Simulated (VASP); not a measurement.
# AlN (F-43m) in VASP: band structure with PBE

Aim: the band structure of AlN with PBE.

Program: VASP 6.6.1. These are calculated values, not measurements. Logs are shortened: lines on timing, memory, paths and dates and some standing lists are left out, and cuts for length are marked.

### Step 1. The crystal as given

It takes space group F-43m (No. 216, cubic). The conventional cell has a = 4.401 Å, b = 4.401 Å, c = 4.401 Å, α = 90.00°, β = 90.00°, γ = 90.00°. Al (site symmetry -43m) is surrounded by 4 N at 1.91 Å. N (site symmetry -43m) has 4 Al at 1.91 Å as nearest neighbours.

Measurements of this composition are mostly on another form, of space group No. 186.

### Step 2. Band structure, PBE

The input, POSCAR:

```
AlN                                     
1.0
    0.0000000000      2.2006491528      2.2006491528
    2.2006491528      0.0000000000      2.2006491528
    2.2006491528      2.2006491528      0.0000000000
  Al              N             
     1     1
Direct
     0.0000000000000000    0.0000000000000000    0.0000000000000000
     0.7500000000000000    0.7500000000000000    0.7500000000000000
```

The input, INCAR.step1:

```
PREC = Accurate ; ENCUT = 520
EDIFF = 1E-7 ; ISMEAR = 0
SIGMA = 0.02 ; LREAL = F
LASPH = T ; NELM = 60
ALGO = Normal ; ISIF = 2
LWAVE = F ; LCHARG = T
GGA = PE
```

The input, KPOINTS.step1:

```
regular mesh
0
Gamma
  4 4 4
```

The input, INCAR.step2:

```
PREC = Accurate ; ENCUT = 520
EDIFF = 1E-7 ; ISMEAR = 0
SIGMA = 0.05 ; LREAL = F
LASPH = T ; NELM = 60
ALGO = Normal ; ISIF = 2
LWAVE = F ; LCHARG = F
GGA = PE ; ICHARG = 11
```

The input, KPOINTS.step2:

```
path GXWKGLUWLK,UX
15
line-mode
reciprocal
 0.0000000000  0.0000000000  0.0000000000  G
 0.5000000000  0.0000000000  0.5000000000  X

 0.5000000000  0.0000000000  0.5000000000  X
 0.5000000000  0.2500000000  0.7500000000  W

 0.5000000000  0.2500000000  0.7500000000  W
 0.3750000000  0.3750000000  0.7500000000  K

 0.3750000000  0.3750000000  0.7500000000  K
 0.0000000000  0.0000000000  0.0000000000  G

 0.0000000000  0.0000000000  0.0000000000  G
 0.5000000000  0.5000000000  0.5000000000  L

 0.5000000000  0.5000000000  0.5000000000  L
 0.6250000000  0.2500000000  0.6250000000  U

 0.6250000000  0.2500000000  0.6250000000  U
 0.5000000000  0.2500000000  0.7500000000  W

 0.5000000000  0.2500000000  0.7500000000  W
 0.5000000000  0.5000000000  0.5000000000  L

 0.5000000000  0.5000000000  0.5000000000  L
 0.3750000000  0.3750000000  0.7500000000  K

 0.6250000000  0.2500000000  0.6250000000  U
 0.5000000000  0.0000000000  0.5000000000  X
```

Potentials or basis: VASP PAW PBE potentials, release 64 (Al, N).

Started as:

```console
$ cat potpaw_PBE.64/Al/POTCAR potpaw_PBE.64/N/POTCAR > POTCAR
$ cp INCAR.step1 INCAR
$ cp KPOINTS.step1 KPOINTS
$ mpirun -np 1 vasp_std > vasp.out
$ cp INCAR.step2 INCAR
$ cp KPOINTS.step2 KPOINTS
$ mpirun -np 1 vasp_std > vasp.out
```

OUTCAR:

```text
PREC = Accurate
   ENCUT = 520
   EDIFF = 1E-7
   ISMEAR = 0
   LREAL = F
   LASPH = T
   NELM = 60
   ISIF = 2
   GGA = PE
   ICHARG = 11

 ion  position               nearest neighbor table
   1  0.000  0.000  0.000-   2 1.91   2 1.91   2 1.91   2 1.91
   2  0.750  0.750  0.750-   1 1.91   1 1.91   1 1.91   1 1.91

  LATTYP: Found a face centered cubic cell.
 ALAT       =     4.4012983056

  Lattice vectors:

 A1 = (   0.0000000000,   2.2006491528,   2.2006491528)
 A2 = (   2.2006491528,   0.0000000000,   2.2006491528)
 A3 = (   2.2006491528,   2.2006491528,   0.0000000000)

Analysis of symmetry for initial positions (statically):
=====================================================================
 Subroutine PRICEL returns:
 Original cell was already a primitive cell.

 Routine SETGRP: Setting up the symmetry group for a
 face centered cubic supercell.

 Subroutine GETGRP returns: Found 24 space group operations
 (whereof 24 operations were pure point group operations)
 out of a pool of 48 trial point group operations.

The static configuration has the point symmetry T_d .

Analysis of symmetry for dynamics (positions and initial velocities):
=====================================================================
 Subroutine PRICEL returns:
 Original cell was already a primitive cell.

 Routine SETGRP: Setting up the symmetry group for a
 face centered cubic supercell.

 Subroutine GETGRP returns: Found 24 space group operations
 (whereof 24 operations were pure point group operations)
 out of a pool of 48 trial point group operations.

The dynamic configuration has the point symmetry T_d .

 Subroutine INISYM returns: Found 24 space group operations
 (whereof 24 operations are pure point group operations),
 and found     1 'primitive' translations

----------------------------------------------------------------------------------------

                                     Primitive cell

  volume of cell :      21.3149

  direct lattice vectors                    reciprocal lattice vectors
     0.000000000  2.200649153  2.200649153    -0.227205686  0.227205686  0.227205686
     2.200649153  0.000000000  2.200649153     0.227205686 -0.227205686  0.227205686
     2.200649153  2.200649153  0.000000000     0.227205686  0.227205686 -0.227205686

  length of vectors
[... 77 lines left out ...]
   LREAL  =      F    real-space projection
   EDIFFG = 0.1E-05   stopping-criterion for IOM
   NSW    =      0    number of steps for IOM
   IBRION =     -1    ionic relax: 0-MD 1-quasi-New 2-CG
   NFREE  =      0    steps in history (QN), initial steepest desc. (CG)
   ISIF   =      2    stress and relaxation
   ISYM   =      2    0-nonsym 1-usesym 2-fastsym
   POTIM  = 0.5000    time-step for ionic-motion
   TEBEG  =    0.0;   TEEND  =   0.0 temperature during run
   PSTRESS=    0.0 pullay stress
   NELECT =       8.0000    total number of electrons
   NUPDOWN=      -1.0000    fix difference up-down
   EMIN   =  10.00;   EMAX   =-10.00  energy-range for DOS
   EFERMI =   0.00;   METHOD = LEGACY
   ISMEAR =     0;   SIGMA  =   0.05  broadening in eV -4-tet -1-fermi 0-gaus
   EFERMI_NEDOS =   21; number of points for ismear=-14 and -15
   IALGO  =     38    algorithm
   IMIX   =      4    mixing-type and parameters
     AMIX     =   0.40;   BMIX     =  1.00
     AMIX_MAG =   1.60;   BMIX_MAG =  1.00
  volume/ion in A,a.u.               =      10.66        71.92
  Fermi-wavevector in a.u.,A,eV,Ry     =   1.180893  2.231565 18.973449  1.394509
  Thomas-Fermi vector in A             =   2.317177
   LORBIT       =      0    0 simple, 1 ext, 2 COOP (PROOUT), +10 PAW based schemes
   GGA     = PE    functional components
   LHFCALC =     F    Hartree Fock is set to
   AEXX    =    0.0000 exact exchange contribution
   IVDW    =     0    specifies the selected vdW correction
   LEPSILON=     F    determine dielectric tensor
   LRPA    =     F    only Hartree local field effects (RPA)
 non-spin polarized calculation
 Gauss-broadening in eV      SIGMA  =   0.05
  energy-cutoff  :      520.00
  volume of cell :       21.31
 maximum number of plane-waves:       589
 NGX is ok and might be reduce to    24

 number of electron       8.0000001 magnetization

 Free energy of the ion-electron system (eV)
  ---------------------------------------------------
  ext. energy  EPLUGINS =         0.00000000
  ---------------------------------------------------
  free energy    TOTEN  =       -15.10228143 eV

  energy without entropy =      -15.10228143  energy(sigma->0) =      -15.10228143

 E-fermi :   6.0840     XC(G=0): -10.8272

 val. band max:        5.7877080083   @ k =   0.0000   0.0000   0.0000
 cond. band min:       9.0674891601   @ k =   0.5000   0.0000   0.5000
 fundamental gap:      3.2797811518
 Fermi energy:         6.0839755147

 k-point     1 :       0.0000    0.0000    0.0000
  band No.  band energies     occupation
      1      -9.0692      2.00000
      2       5.7877      2.00000
      3       5.7877      2.00000
      4       5.7877      2.00000
      5       9.7711      0.00000
      6      18.0972      0.00000
      7      18.0972      0.00000
      8      18.0972      0.00000
[... 243 lines left out ...]
 k-point    24 :       0.5000    0.1429    0.6429
  band No.  band energies     occupation
      1      -6.4339      2.00000
      2       1.3712      2.00000
      3       3.2626      2.00000
      4       3.4340      2.00000
      5      10.5880      0.00000
      6      15.5355      0.00000
      7      18.7607      0.00000
      8      19.0259      0.00000

 [... further k-points ...]

------------------------ aborting loop because EDIFF is reached ----------------------------------------

  FORCE on cell =-STRESS in cart. coord.  units (eV):
  Direction    XX          YY          ZZ          XY          YZ          ZX
  --------------------------------------------------------------------------------------
  -------------------------------------------------------------------------------------
  Total       -0.6897003     -0.6897003     -0.6897003     -0.0000000      0.0000000      0.0000000
  in kB      -51.8428140    -51.8428140    -51.8428140     -0.0000000      0.0000000      0.0000000
  external PRESSURE =     -51.8428140 kB  Pullay stress =       0.0000000 kB

 VOLUME and BASIS-vectors are now :
 -----------------------------------------------------------------------------
  energy-cutoff  :      520.00
  volume of cell :       21.31
      direct lattice vectors                 reciprocal lattice vectors
     0.000000000  2.200649153  2.200649153    -0.227205686  0.227205686  0.227205686
     2.200649153  0.000000000  2.200649153     0.227205686 -0.227205686  0.227205686
     2.200649153  2.200649153  0.000000000     0.227205686  0.227205686 -0.227205686

 POSITION                                       TOTAL-FORCE (eV/Angst)
 -----------------------------------------------------------------------------------
      0.00000      0.00000      0.00000         0.000000      0.000000      0.000000
      3.30097      3.30097      3.30097        -0.000000     -0.000000     -0.000000
 -----------------------------------------------------------------------------------
    total drift:                               -0.000000     -0.000000     -0.000000

  FREE ENERGIE OF THE ION-ELECTRON SYSTEM (eV)
  ---------------------------------------------------
  free  energy   TOTEN  =       -15.1022814307 eV

  energy  without entropy=      -15.1022814307  energy(sigma->0) =      -15.10228143
```

OUTCAR.step1:

```text
PREC = Accurate
   ENCUT = 520
   EDIFF = 1E-7
   ISMEAR = 0
   LREAL = F
   LASPH = T
[... 290 lines left out ...]
 -----------------------------------------------------------------------------------
      0.00000      0.00000      0.00000        -0.000000     -0.000000     -0.000000
      3.30097      3.30097      3.30097         0.000000      0.000000      0.000000
 -----------------------------------------------------------------------------------
    total drift:                               -0.000000     -0.000000     -0.000000

  FREE ENERGIE OF THE ION-ELECTRON SYSTEM (eV)
  ---------------------------------------------------
  free  energy   TOTEN  =       -14.8104971614 eV

  energy  without entropy=      -14.8104971614  energy(sigma->0) =      -14.81049716
```

OSZICAR.step1:

```text
N       E                     dE             d eps       ncg     rms          rms(c)
DAV:   1     0.129795060968E+02    0.12980E+02   -0.42045E+03   128   0.847E+02
DAV:   2    -0.166570313023E+02   -0.29637E+02   -0.27551E+02   152   0.142E+02
DAV:   3    -0.171752061089E+02   -0.51817E+00   -0.51817E+00   160   0.263E+01
DAV:   4    -0.171765437803E+02   -0.13377E-02   -0.13377E-02   144   0.122E+00
DAV:   5    -0.171765496730E+02   -0.58927E-05   -0.58927E-05   168   0.689E-02    0.854E+00
DAV:   6    -0.148261301706E+02    0.23504E+01   -0.13563E+01   152   0.237E+01    0.294E+00
DAV:   7    -0.148161900329E+02    0.99401E-02   -0.10036E-01   128   0.332E+00    0.198E+00
DAV:   8    -0.148105874103E+02    0.56026E-02   -0.18342E-02   128   0.188E+00    0.386E-01
DAV:   9    -0.148103718716E+02    0.21554E-03   -0.62584E-04   160   0.204E-01    0.209E-01
DAV:  10    -0.148105014897E+02   -0.12962E-03   -0.31794E-04   136   0.153E-01    0.479E-02
DAV:  11    -0.148104971251E+02    0.43645E-05   -0.12436E-05   144   0.266E-02    0.174E-02
DAV:  12    -0.148104971619E+02   -0.36719E-07   -0.14314E-06   144   0.113E-02    0.599E-04
DAV:  13    -0.148104971614E+02    0.40779E-09   -0.29044E-08    80   0.145E-03
   1 F= -.14810497E+02 E0= -.14810497E+02  d E =-.857333E-13
```

It took 12 s on 1 thread of Intel Xeon Platinum 8259CL at 2.50GHz (Skylake/Cascade Lake), shared host; peak memory 0.15 GiB.

Results:

- Band gap on the k mesh: 3.28 eV, indirect (least direct gap 3.98 eV)
- Band gap along the path: 3.28 eV, indirect (least direct gap 3.98 eV)

Levels at the corners of the path, in eV from the valence-band top:
```
point  band 1  band 2  band 3  band 4  band 5  band 6  band 7  band 8
    Γ  -14.86    0.00    0.00    0.00    3.98   12.31   12.31   12.31
    X  -12.25   -4.85   -1.76   -1.76    3.28    8.45   13.65   15.44
    X  -12.25   -4.85   -1.76   -1.76    3.28    8.45   13.65   15.44
    W  -12.20   -3.77   -3.37   -2.66    5.98   11.28   11.73   11.84
    W  -12.20   -3.77   -3.37   -2.66    5.98   11.28   11.73   11.84
    K  -12.27   -4.22   -3.58   -1.36    5.10    9.92   12.78   13.94
    K  -12.27   -4.22   -3.58   -1.36    5.10    9.92   12.78   13.94
    Γ  -14.86    0.00    0.00    0.00    3.98   12.31   12.31   12.31
    Γ  -14.86    0.00    0.00    0.00    3.98   12.31   12.31   12.31
    L  -12.87   -5.77   -0.48   -0.48    7.15    9.70   10.98   10.98
    L  -12.87   -5.77   -0.48   -0.48    7.15    9.70   10.98   10.98
    U  -12.27   -4.22   -3.58   -1.36    5.10    9.92   12.78   13.94
    U  -12.27   -4.22   -3.58   -1.36    5.10    9.92   12.78   13.94
    W  -12.20   -3.77   -3.37   -2.66    5.98   11.28   11.73   11.84
    W  -12.20   -3.77   -3.37   -2.66    5.98   11.28   11.73   11.84
    L  -12.87   -5.77   -0.48   -0.48    7.15    9.70   10.98   10.98
    L  -12.87   -5.77   -0.48   -0.48    7.15    9.70   10.98   10.98
    K  -12.27   -4.22   -3.58   -1.36    5.10    9.92   12.78   13.94
    U  -12.27   -4.22   -3.58   -1.36    5.10    9.92   12.78   13.94
    X  -12.25   -4.85   -1.76   -1.76    3.28    8.45   13.65   15.44
```

Caveat: the k mesh is coarse (spacing up to 0.62 Å⁻¹), so the values aren't converged; the log is that of the step along the path at fixed density, whose energy, stress, charges and moments have no meaning.
